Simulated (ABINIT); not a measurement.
A run of ABINIT 10.8.3 (patched build):

Contents of run.abi:

```
# Pseudopotentials
pp_dirpath "./"
pseudos "N.GGA_PBE-JTH.xml, B.GGA_PBE-JTH.xml"

# Structure
acell 4.7209893936 4.7209893937 12.5396556452
rprim
     1.0000000000     0.0000000000     0.0000000000
    -0.5000000000     0.8660254038     0.0000000000
     0.0000000000     0.0000000000     1.0000000000
ntypat 2
znucl 7 5
natom 4
typat 1 1 2 2
xcart
     1.2476835120     0.6938859988     1.6705905606
     0.0010517590     1.4403070589     4.9751426178
     1.2633312382     0.7492228436     4.9889780523
     0.0108348669     1.4374079162     1.6440013107 Angstrom
chkprim 0
chksymtnons 0
tolsym 1.0e-6

# Plane-wave basis
ecut 707.496042 eV
pawecutdg 48.0
pawovlp 30

# k points
kptopt 1
ngkpt 12 12 4
nshiftk 1
shiftk 0.0 0.0 0.0

# Exchange and correlation
ixc 11

# Bands and occupations
nband 12
occopt 3
tsmear 0.05 eV

# SCF cycle
nstep 100
tolvrs 1.0e-9

# Output
iomode 3
prtwf 0
prteig 0
prtebands 0
enunit 2
prtden 1
prtvha 1
prtvclmb 1
prtpot 1
```

Potentials or basis: JTH PAW PBE v2.0.

Command:

```bash
$ abinit run.abi > log 2>&1
```

Hardware: 1 thread of Arm Neoverse V1 (shared host).

Estimate the wall time of this run.

Run time: 2.6 min on 1 thread of Arm Neoverse V1 (shared host), peak memory 0.24 GiB. Counts: scf iterations 11, mpi ranks 1, k points 292, bands 12, plane waves 1560.
